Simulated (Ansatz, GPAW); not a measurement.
# Geometry or basis: what sets the conductance of a Pt chain with a C atom bridging one bond, part 3 of 3

Wanted: T(E) of a Pt chain with a C atom bridging one bond at a relaxed geometry in two programs, beside the unrelaxed structure.

GPAW 26.7.0 and Ansatz 0.2.0; Ansatz plane waves; relaxation of the junction with the lead ends held; PAW set soft_1 (the session's first sound run).

So far, transmission at the Fermi level (one spin): step 3 (plane-wave reference (PBE)) 1.04; step 5 (GPAW, szp: basis = "szp(dzp)", PBE, GPAW) 1.02; step 6 (minimal basis, PBE, GPAW) 1.01; step 7 (RPBE in the dzp basis: xc = "RPBE") 1.03; step 8 (the structure as built: geometry = "as built", PBE, GPAW) 3.12.

**11. Density threshold 1e-06, potential alignment off: conv = 1e-06 and align = false**

The Hamiltonian is taken from the last density. The density threshold is one of the tests that end the cycle; the energy must settle too, so a loose value may not be the test that decides. Without the shift, lead and junction are matched by their Fermi levels alone.

This step: GPAW LCAO, PAW setups; Landauer transmission from Green's functions with principal layers (ASE), zero bias (GPAW 26.7.0).

run.py

```python
import json
import numpy as np
from ase import Atoms
from ase.transport.calculators import TransportCalculator
from gpaw import GPAW, FermiDirac
from gpaw.lcao.tools import get_lcao_hamiltonian
from scipy.linalg import eigh

# The junction with lead layers at both ends, along the third cell vector
device = Atoms(
    ['Pt', 'Pt', 'Pt', 'Pt', 'Pt', 'Pt', 'Pt', 'Pt', 'C', 'Pt', 'Pt', 'Pt', 'Pt', 'Pt', 'Pt', 'Pt', 'Pt'],
    positions=[
        [4.50000, 4.50000, 1.20000],
        [4.50000, 4.50000, 3.60000],
        [4.50000, 4.50000, 6.00000],
        [4.50000, 4.50000, 8.40000],
        [4.50000, 4.50000, 10.80000],
        [4.50000, 4.50000, 13.20000],
        [5.41057, 5.10473, 15.34409],
        [4.38981, 4.43098, 17.53365],
        [4.54938, 4.53940, 19.30066],
        [4.40076, 4.41640, 21.06769],
        [5.33662, 5.20533, 23.25658],
        [4.50000, 4.50000, 25.40000],
        [4.50000, 4.50000, 27.80000],
        [4.50000, 4.50000, 30.20000],
        [4.50000, 4.50000, 32.60000],
        [4.50000, 4.50000, 35.00000],
        [4.50000, 4.50000, 37.40000]],
    cell=[[9.0, 0.0, 0.0], [0.0, 9.0, 0.0], [0.0, 0.0, 38.6]],
    pbc=True)

# One principal layer of the lead: the first 5 atoms of the device
lead = Atoms(
    ['Pt', 'Pt', 'Pt', 'Pt', 'Pt'],
    positions=[
        [4.50000, 4.50000, 1.20000],
        [4.50000, 4.50000, 3.60000],
        [4.50000, 4.50000, 6.00000],
        [4.50000, 4.50000, 8.40000],
        [4.50000, 4.50000, 10.80000]],
    cell=[[9.0, 0.0, 0.0], [0.0, 9.0, 0.0], [0.0, 0.0, 12.0]],
    pbc=True)

settings = dict(mode='lcao', basis='dzp', xc='PBE', h=0.2,
                occupations=FermiDirac(0.1), maxiter=250,
                mixer=dict(beta=0.1, nmaxold=8, weight=100.0),
                convergence=dict(density=1e-06))
energies = np.arange(-2, 2 + 1e-9, 0.025)
eta = 0.0001
n1, n2 = 1, 1
# k and -k transmit alike, so half of the mesh across the current serves
mesh = [(i, j) for i in range(n1) for j in range(n2) if (i, j) <= (-i % n1, -j % n2)]
weights = np.array([1 if (i, j) == (-i % n1, -j % n2) else 2 for i, j in mesh]) / (n1 * n2)

# [... helper functions left out ...]
fermi_lead = ground_state(lead, (1, 1, 10), 'lead.txt')
fermi_device = ground_state(device, (1, 1, 2), 'device.txt')
# [... loop over the mesh left out, but for ...]
        # Lead and device are aligned by their Fermi levels alone
        shift = 0.0
# [...]
kT = 8.617333e-5 * 300
bias = [0.1, 0.2, 0.5, 1.0, 1.5, 2.0]
# [... integrals and printing left out ...]
```

Launch:

```sh
> OMP_NUM_THREADS=1 OPENBLAS_NUM_THREADS=1 python run.py
```

Wall time 4.7 min (1 thread of Arm Neoverse V2, shared host); peak memory 1.5 GiB.

This step gave:

* conductance: 1.034 G₀
* thermopower: 3.353 μV/K
* largest misfit of the first principal layer: 0.2090 eV
* shift that aligns the lead: 0 eV
* transmission at the Fermi level (one spin): 1.029

One spin. Transmission, zone mean against energy, zero at the Fermi level:

energy (eV), transmission, zone mean and a bar:
```
   -2.000       0.86 #########
   -1.900       1.12 ############
   -1.800       1.27 #############
   -1.700       1.41 ###############
   -1.600       1.53 ################
   -1.550       2.33 #########################
   -1.500       2.01 #####################
   -1.400       2.08 ######################
   -1.300       1.89 ####################
   -1.225       2.11 ######################
   -1.200       1.63 #################
   -1.100       0.77 ########
   -1.000       1.16 ############
   -0.900       1.31 ##############
   -0.800       1.67 ##################
   -0.700       1.96 #####################
   -0.600       2.08 ######################
   -0.500       1.74 ##################
   -0.400       1.88 ####################
   -0.300       2.64 ############################
   -0.275       2.83 ##############################
   -0.200       1.62 #################
   -0.100       1.09 ###########
    0.000       1.03 ###########
    0.100       1.01 ##########
    0.200       1.00 ##########
    0.300       0.98 ##########
    0.400       0.92 ##########
    0.500       0.93 ##########
    0.600       0.97 ##########
    0.700       1.00 ##########
    0.800       0.99 ##########
    0.900       1.00 ##########
    1.000       0.96 ##########
    1.100       0.90 #########
    1.200       0.82 #########
    1.300       0.75 ########
    1.400       0.69 #######
    1.500       0.68 #######
    1.600       0.89 #########
    1.625       0.99 ##########
    1.700       0.03 
    1.800       0.17 #
    1.900       0.19 ##
    2.000       0.17 ##
```

Not self-consistent under bias; the bias window is split evenly. Table of current through one cell, from the zero-bias transmission by bias:

| bias (V) | current through one cell, from the zero-bias transmission (μA) |
| --- | --- |
| 0.100 | 8.03 |
| 0.200 | 16.2 |
| 0.500 | 46.3 |
| 1.000 | 105 |
| 1.500 | 162 |
| 2.000 | 209 |

The transmission of the three most open eigenchannels by energy, zero at the Fermi level:

| energy (eV) | channel 1 | channel 2 | channel 3 |
| --- | --- | --- | --- |
| -2.000 | 0.478 | 0.272 | 0.106 |
| -1.800 | 0.893 | 0.363 | 0.0179 |
| -1.600 | 0.870 | 0.649 | 0.00688 |
| -1.400 | 0.958 | 0.824 | 0.298 |
| -1.200 | 0.841 | 0.588 | 0.189 |
| -1.000 | 0.980 | 0.139 | 0.0362 |
| -0.800 | 0.996 | 0.476 | 0.196 |
| -0.600 | 0.986 | 0.857 | 0.241 |
| -0.400 | 0.995 | 0.603 | 0.282 |
| -0.200 | 0.978 | 0.504 | 0.138 |
| 0.000 | 0.987 | 0.0346 | 0.00669 |
| 0.200 | 0.986 | 0.0128 | 0.00137 |
| 0.400 | 0.911 | 0.00671 | 3.6e-4 |
| 0.600 | 0.970 | 0.00284 | 7.2e-5 |
| 0.800 | 0.992 | 4.6e-7 | 4.2e-12 |
| 1.000 | 0.963 | 4.7e-7 | 0 |
| 1.200 | 0.824 | 4.8e-7 | 0 |
| 1.400 | 0.687 | 4.9e-7 | 0 |
| 1.600 | 0.887 | 4.9e-7 | 0 |
| 1.800 | 0.172 | 5.1e-7 | 0 |
| 2.000 | 0.174 | 5.2e-7 | 0 |

The conductance equals that of the dzp run to 0.2 %.

**12. Results**

| Property | Result |
| --- | --- |
| conductance | 1.04 G₀ |
| transmission at the Fermi level, mean of the spins | 1.03 |
| thermopower | 3.33 μV/K |

In the dzp basis the junction conducts 1.04 G₀ at 300 K, with T = 1.03 a spin at the Fermi level; the sz basis reaches that conductance within 10 %. Relaxation moved atoms by up to 1.2 Å and took the conductance from 3.11 to 1.04 G₀, as a ratio a larger change than the step from dzp to the minimal basis. Plane waves (PBE) give T = 1.04 there. At the Fermi level the three most open eigenchannels pass 0.99, 0.035 and 0.0068. Measured against the first run (pw-pbe), the nearest curve is that of dzp-RPBE (r.m.s. 0.29) and the farthest that of asbuilt (1.1). Over the compared runs wall time goes from 109 s (pw-pbe) to 248 s (dzp-RPBE), on a shared host; the plane-wave run used 4 threads and the orbital runs 1. The leads kept an estimated spacing and the cell its length, so the junction may be under some tension or compression. The run had no spin polarisation, so a magnetic state, which chains and small molecules with open shells often have, wasn't tested. Spin-orbit coupling is left out, which matters for the heavy atoms here. An evenly spaced straight chain is an idealisation: free chains tend to dimerise, zigzag or, where a band edge lies near the Fermi level, turn magnetic. The currents use the zero-bias T(E) throughout, which holds only while the bias is small against the distance to the nearest feature.

[Logs are printed without paths, hosts, clocks, repeated set-up lines and the standing remarks that a program may print on its own settings, such as how far it seeks lower states.]

[Hosts, paths, dates, database ids (printed as entryN), source tags and the programs' standing remarks are cut or masked in the printed files.]
